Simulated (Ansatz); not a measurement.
# CdSe in Ansatz: the effect of functional

Crystal: CdSe.

```
Cd Se
1.0
     0.00000    2.85467    2.85467
     2.85467    0.00000    2.85467
     2.85467    2.85467    0.00000
Cd Se
1 1
Direct
  0.00000 0.00000 0.00000
  0.50000 0.50000 0.50000
```

Measurements of this composition are mostly on another form, of space group No. 186.

The cell isn't the ideal one: volume scaled by 0.98.

Alike in all runs:

```yaml
Program: Ansatz 0.2.0
Task: single point
Potentials_or_basis: Ansatz PAW
k_mesh: 8 × 8 × 8
Occupations: fermi-dirac, width 0.05 eV
Spin: no spin polarisation
```

```csv
functional,cutoff,pressure (GPa)
LDA,420 eV (not typed: the program's choice for these potentials),-5.0
PBEsol,420 eV (not typed: the program's choice for these potentials),-2.7
r2SCAN,500 eV (not typed: the program's choice for these potentials),?
```

Problem. What does the run with functional r2SCAN give?

Solution. Pressure -0.8 GPa.

Caveats: the PAW data sets come from PBE, with cores solved anew for the run's functional, which leaves a small shift of forces and pressure.
